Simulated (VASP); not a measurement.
Here is a VASP 6.6.1 calculation.

Contents of INCAR:

```
SYSTEM = K
PREC     = Accurate       ! precision mode
ENCUT    = 520            ! plane-wave cutoff, eV
EDIFF    = 1E-6           ! SCF threshold, eV
ISMEAR   = 0              ! smearing method
SIGMA    = 0.1            ! smearing width, eV
LREAL    = .False.        ! projectors in reciprocal space
LASPH    = .True.         ! aspherical terms in the spheres
NELM     = 100            ! most SCF steps
ALGO     = Normal         ! electronic algorithm
ISIF     = 2              ! what is computed and relaxed
LWAVE    = .False.        ! write WAVECAR
LCHARG   = .True.         ! write CHGCAR
LELF     = .True.         ! ELF
LVHAR    = .True.
```

KPOINTS

```
Automatic mesh
0
Gamma
  7 7 7
  0 0 0
```

The input POSCAR:

```
K
1.0
   -2.6975585167      2.6975585167      2.6975585167
    2.6975585167     -2.6975585167      2.6975585167
    2.6975585167      2.6975585167     -2.6975585167
K
1
Cartesian
    0.0000000000      0.0000000000      0.0000000000
```

Potentials or basis: VASP PAW LDA potentials, release 54 (K_sv).

The run is started by

```sh
$ cat potpaw_LDA.54/K_sv/POTCAR > POTCAR
$ mpirun -np 1 vasp_std > vasp.out
```

(1) Estimate the band gap on the k mesh.

(2) What does it give for the pressure?

Answers

(1) none (metal or under the smearing width).

(2) -0.6 GPa.
